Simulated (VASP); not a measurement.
Write the native input for VASP 6.6.1 that does the following.

| Property | Result |
| --- | --- |
| Task | single point |
| Functional | PBE |
| Potentials or basis | VASP PAW PBE potentials, release 64 (Fe, O) |
| Cutoff | 520 eV |
| k mesh | 6 × 6 × 6 |
| Occupations | gaussian, width 0.05 eV |
| Spin | collinear spin, typed start |
| Starting moments | [5.0, 5.0, 5.0, 5.0, 0.0, 0.0, 0.0, 0.0, 0.0, 0.0] μB |
| Dipole correction | no |
| Further INCAR settings | ALGO = Normal; EDIFF = 1e-06; NBANDS = 49 |

The structure of Fe2O3 (Hematite) lies in POSCAR:

```
Fe2O3
1.0
    2.3864912506      1.3778413660      4.4338373392
   -2.3864912506      1.3778413660      4.4338373392
    0.0000000000     -2.7556827319      4.4338373392
Fe O
4 6
Direct
    0.3454719331      0.3454719331      0.3454719331
    0.1545280669      0.1545280669      0.1545280669
    0.6545280669      0.6545280669      0.6545280669
    0.8454719331      0.8454719331      0.8454719331
    0.5632170450      0.9367829550      0.2500000000
    0.2500000000      0.5632170450      0.9367829550
    0.9367829550      0.2500000000      0.5632170450
    0.4367829550      0.0632170450      0.7500000000
    0.7500000000      0.4367829550      0.0632170450
    0.0632170450      0.7500000000      0.4367829550
```

The input as run:

INCAR

```
SYSTEM = Fe2O3
PREC     = Accurate       ! precision mode
ENCUT    = 520            ! plane-wave cutoff, eV
EDIFF    = 1E-6           ! SCF threshold, eV
ISMEAR   = 0              ! smearing method
SIGMA    = 0.05           ! smearing width, eV
LREAL    = .FALSE.        ! projectors in reciprocal space
LASPH    = .TRUE.         ! aspherical terms in the spheres
NELM     = 150            ! most SCF steps
ALGO     = Normal         ! electronic algorithm
ISIF     = 2              ! what is computed and relaxed
LWAVE    = .FALSE.        ! write WAVECAR
LCHARG   = .FALSE.        ! write CHGCAR
ISPIN    = 2              ! spin polarisation
MAGMOM   = 5 5 5 5 0 0 0 0 0 0 ! initial moments
LORBIT   = 11             ! projections on sites
LMAXMIX  = 4              ! l up to which the mixer works
GGA      = PE             ! functional
NBANDS   = 49             ! bands
```

KPOINTS

```
Automatic mesh
0
G
  6 6 6
  0 0 0
```

Potentials or basis: VASP PAW PBE potentials, release 64 (Fe, O).

Launch:

```console
$ cat potpaw_PBE.64/Fe/POTCAR potpaw_PBE.64/O/POTCAR > POTCAR
$ mpirun -np 1 vasp_std > vasp.out
```

It gave:

```yaml
Pressure: 1.7 GPa
Largest_force: 0.039 eV/Å
Band_gap_on_the_k_mesh: none (metal or under the smearing width)
Net_moment: 4.00 μB per cell
Site_moments: Fe +0.94; O +0.03 μB
Valence_electrons_inside_the_program's_atomic_spheres: Fe 7.37; O 5.01
```

Caveat: the moment fell far below its start of 5 μB, so a state of higher moment may lie lower in energy; semilocal functionals often make such compounds metallic where correlation or magnetic order opens a gap, which also shifts bond lengths.

It took 3.5 min on 1 thread of Intel(R) Xeon(R) 6975P-C (Granite Rapids) (shared host), peak memory 0.4 GiB.
